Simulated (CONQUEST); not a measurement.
# Sn (Fd-3m) in CONQUEST: notebook

One crystal, Sn, is run at these levels: PBE; tasks: single point.

Program: CONQUEST 1.3. These are calculated values, not measurements. Logs are shortened: lines on timing, memory, paths and dates and some standing lists are left out, and cuts for length are marked.

## (1) The structure

It takes space group Fd-3m (No. 227, cubic). Conventional cell: a = 6.467 Å, b = 6.467 Å, c = 6.467 Å, α = 90.00°, β = 90.00°, γ = 90.00°. Sn (site symmetry -43m) is surrounded by 4 Sn at 2.80 Å.

This isn't the form of Sn at room conditions, which is tetragonal (white tin).

## (2) Single point, PBE

Conquest_input reads:

```
IO.Title Sn
IO.Coordinates coords.dat
IO.FractionalAtomicCoords T
IO.Iprint 2
IO.Iprint_init 1
General.NumberOfSpecies 1
General.PseudopotentialType hamann
AtomMove.TypeOfRun static
AtomMove.FullStress T
Grid.GridCutoff 120
DM.SolutionMethod diagon
Diag.MPMesh T
Diag.GammaCentred T
Diag.MPMeshX 6
Diag.MPMeshY 6
Diag.MPMeshZ 4
Diag.kT 0.00183747
minE.SCTolerance 1e-6
SC.MaxIters 100
IO.AtomChargeOutput T
%block ChemicalSpeciesLabel
1 118.710 Sn
%endblock
```

coords.dat reads:

```
    8.6410320509     0.0000000000     0.0000000000
    0.0000000000     8.6410320509     0.0000000000
    0.0000000000     0.0000000000    12.2202647181
4
  0.0000000000   0.5000000000   0.2500000000 1 T T T
  0.5000000000   0.0000000000   0.7500000000 1 T T T
  0.0000000000   0.0000000000   0.5000000000 1 T T T
  0.5000000000   0.5000000000   0.0000000000 1 T T T
```

Potentials or basis: PseudoDojo NC PBE, SZP, grid cutoff 120 Ha.

The run is started by

```console
Conquest
```

Log:

```text
Simulation cell dimensions:     8.6410 a0 x     8.6410 a0 x    12.2203 a0

      Atomic coordinates (a0)
         Atom         X         Y         Z  Species
            1    0.0000    4.3205    3.0551        1
            2    4.3205    0.0000    9.1652        1
            3    0.0000    0.0000    6.1101        1
            4    4.3205    4.3205    0.0000        1

         Monkhorst-Pack mesh:   6 x   6 x   4 gamma-centred
        This calculation includes non-local pseudopotentials,
         with a maximum core radius of      7.58370955

    Job title: Sn
    Job to be run: static calculation

    Ground state search:
      Support functions represented with PAO basis
      1:1 PAO to SF mapping
      Non-spin-polarised electrons
      Solving for the K matrix using diagonalisation
      Using Fermi-Dirac smearing

    Integration grid size:     48 x   48 x   64

    Integration grid spacing:  0.180 a0 x 0.180 a0 x 0.191 a0

    Number of species:  1
    --------------------------------------------------------
    |   #  mass (au)  Charge (e)  SF Rad (a0)  NSF  Label  |
    --------------------------------------------------------
    |   1    118.710      14.000        7.829   14  Sn     |
    --------------------------------------------------------
          SCF tolerance:                 0.00000100
          SCF iterations:               100

    The functional used will be GGA PBE96

           radial cut-off to be used is taken to be max PAO cut-off radius for this species:    7.583710

           greatest ang. mom. for making density from PAOs:  2
    Minimum blocs/proc is     2304. Maximum blocs/proc is     2304
    set_atom_dens: In set_atomic_density, electrons :      56.000000000000
 matrix_size & matrix_size_padH =           56          56

    Screened ion int: energy:    -235.421754200077 Ha

    new_SC_potl: Starting.  Tolerance:  0.10000E-05

    PulayMixSC: Starting Pulay mixing, A_up =  0.500 A_dn =  0.500
    PulayMixSC: Spin non-polarised calculation.
          Harris-Foulkes Energy            :      -315.154031830727263 Ha
          GroundState Energy (E-(1/2)TS)   :      -315.154108319209627 Ha
          Free Energy (E-TS)               :      -315.154184807692047 Ha
          DFT Total Energy                 :      -315.134658136083033 Ha
          Total number of electrons        :        55.999999999998437
    PulayMixSC: Pulay iteration     1 residual:              0.13350E-02
          Harris-Foulkes Energy            :      -315.141803618130098 Ha
          GroundState Energy (E-(1/2)TS)   :      -315.141877949487650 Ha
          Free Energy (E-TS)               :      -315.141952280845260 Ha
          DFT Total Energy                 :      -315.140363296754458 Ha
          Total number of electrons        :        56.000049175741054
    PulayMixSC: Pulay iteration     2 residual:              0.48515E-03
          Harris-Foulkes Energy            :      -315.140866670724733 Ha
          GroundState Energy (E-(1/2)TS)   :      -315.140939339447300 Ha
          Free Energy (E-TS)               :      -315.141012008169866 Ha
          DFT Total Energy                 :      -315.140893906194606 Ha
          Total number of electrons        :        56.000082986700612
    PulayMixSC: Pulay iteration     3 residual:              0.12431E-03
          Harris-Foulkes Energy            :      -315.140895384970293 Ha
          GroundState Energy (E-(1/2)TS)   :      -315.140967721899813 Ha
          Free Energy (E-TS)               :      -315.141040058829276 Ha
          DFT Total Energy                 :      -315.140895183104135 Ha
          Total number of electrons        :        56.000094055537225
    PulayMixSC: Pulay iteration     4 residual:              0.47234E-05
          Harris-Foulkes Energy            :      -315.140895301328555 Ha
          GroundState Energy (E-(1/2)TS)   :      -315.140967638225050 Ha
          Free Energy (E-TS)               :      -315.141039975121487 Ha
          DFT Total Energy                 :      -315.140895216806712 Ha
          Total number of electrons        :        56.000093996510010
    PulayMixSC: Pulay iteration     5 residual:              0.26331E-05
          Harris-Foulkes Energy            :      -315.140895580832876 Ha
          GroundState Energy (E-(1/2)TS)   :      -315.140967910554593 Ha
          Free Energy (E-TS)               :      -315.141040240276368 Ha
          DFT Total Energy                 :      -315.140895580841402 Ha
          Total number of electrons        :        56.000094024148694
    PulayMixSC: Pulay iteration     6 residual:              0.45304E-07
    PulayMixSC: Reached SCF tolerance of  0.45304E-07 after      6 iterations
      | Number of electrons      =        56.000094
      |* band energy as 2Tr[K.H] =       -43.738562975544355 Ha
      |  screened ion-ion energy =      -235.421754200076521 Ha
      |  Ha correction           =         1.901151572114878 Ha
      |  XC correction           =       -37.881730719038998 Ha
      | GS Energy as E-(1/2)TS   =      -315.140967910554593 Ha
      | Free Energy as E-TS      =      -315.141040240276368 Ha
      |* Harris-Foulkes energy   =      -315.140895580832876 Ha
      |* DFT total energy        =      -315.140895580841402 Ha
      |  estimated accuracy      =         0.000000000008527 Ha

    force: Forces on atoms (Ha/a0)
    force:  Atom   X              Y              Z
    force:     1   0.0000000000   0.0000000000  -0.0000000000
    force:     2  -0.0000000000   0.0000000000   0.0000000000
    force:     3  -0.0000000000   0.0000000000  -0.0000000000
    force:     4   0.0000000000  -0.0000000000   0.0000000000

    force: Maximum force :        0.00000000(Ha/a0) on atom         3 in z direction
    force: Force Residual:        0.00000000 Ha/a0
    force: Total stress:         -5.89342625     0.00000000     0.00000000 GPa
                            -0.00000000    -5.89342625     0.00000000
                             0.00000000     0.00000000    -5.64272860
    force: Average pressure:      5.80986037 GPa

    force: Finished force
    get_E_and_F: Change in energy during last step of electronic optimisation: -0.27950E-06

    BIBLIOGRAPHY: Please consider citing the following references in the conquest.bib file

    CONQUEST:         Bowler2002pt, Miyazaki2004, Nakata2020
    Basis:            Bowler2019
    DM:               Bowler:2006xr
    Pseudopotentials: Hamann2013, Bowler2019
    XC functional:    Perdew1996
```

It took 33 s on 1 thread of Intel Xeon Platinum 8488C (Sapphire Rapids), shared host; peak memory 0.7 GiB.

What came out:

- Free energy: -8575.4246 eV
- Pressure: 5.8 GPa
- Band gap on the k mesh: none (metal or under the smearing width)

Caveat: the atomic basis is small; the basis of atomic orbitals isn't converged, which shifts pressures, moduli and gaps; the real-space grid breaks the cell's symmetry a little.

## (3) Single point, PBE

Conquest_input is that of step 2.

coords.dat is that of step 2.

Potentials or basis: PseudoDojo NC PBE, SZ, grid cutoff 120 Ha.

The run is started by

```console
Conquest
```

Run time: 14 s. Hardware: 1 thread of Intel Xeon Platinum 8488C (Sapphire Rapids), shared host; peak memory 0.46 GiB.

Results (log left out):

```
Free energy            : -8574.3087 eV
Pressure               : 6.1 GPa
Band gap on the k mesh : none (metal or under the smearing width)
```

Caveat: the atomic basis is small; the basis of atomic orbitals isn't converged, which shifts pressures, moduli and gaps; the real-space grid breaks the cell's symmetry a little.

## (4) Single point, PBE (atoms moved at random, drawn with an rms of 0.05 Å)

Conquest_input is that of step 3.

coords.dat reads:

```
    8.6410320509     0.0000000000     0.0000000000
    0.0000000000     8.6410320509     0.0000000000
    0.0000000000     0.0000000000    12.2202647181
4
  0.0177595000   0.4961525000   0.2551715000 1 T T T
  0.5177595000   0.9961525000   0.7551715000 1 T T T
  0.0018455000   0.9928345000   0.5018365000 1 T T T
  0.5018455000   0.4928345000   0.0018365000 1 T T T
```

Potentials or basis: PseudoDojo NC PBE, DZP, grid cutoff 120 Ha.

The run is started by

```console
Conquest
```

It took 45 s on 1 thread of Intel Xeon Platinum 8488C (Sapphire Rapids), shared host; peak memory 0.89 GiB.

It converged, with:

- Free energy: -8576.2416 eV
- Pressure: 3.8 GPa
- Largest force: 0.601 eV/Å
- Band gap on the k mesh: none (metal or under the smearing width)

Forces on the atoms (eV/Å):
```
Sn  -0.573 -0.127 -0.109
Sn  -0.573 -0.127 -0.109
Sn   0.574  0.135  0.113
Sn   0.574  0.135  0.113
```

Caveat: the basis of atomic orbitals isn't converged, which shifts pressures, moduli and gaps.

## (5) Overview

| potentials or basis | cell | gap on the mesh (eV) | pressure (GPa) |
| --- | --- | --- | --- |
| PseudoDojo NC PBE, SZP, grid cutoff 120 Ha | as given | none | 5.8 |
| PseudoDojo NC PBE, SZ, grid cutoff 120 Ha | as given | none | 6.1 |
| PseudoDojo NC PBE, DZP, grid cutoff 120 Ha | atoms moved at random, drawn with an rms of 0.05 Å | none | 3.8 |

Alike in all rows: task single point; level PBE; no spin polarisation; k mesh 6 × 6 × 4; smearing fermi-dirac 0.05 eV.

Caveats: the basis of atomic orbitals isn't converged, which shifts pressures, moduli and gaps; the atomic basis is small (some runs); the real-space grid breaks the cell's symmetry a little (some runs).

Absolute energies hang on the potentials; compare differences alone.
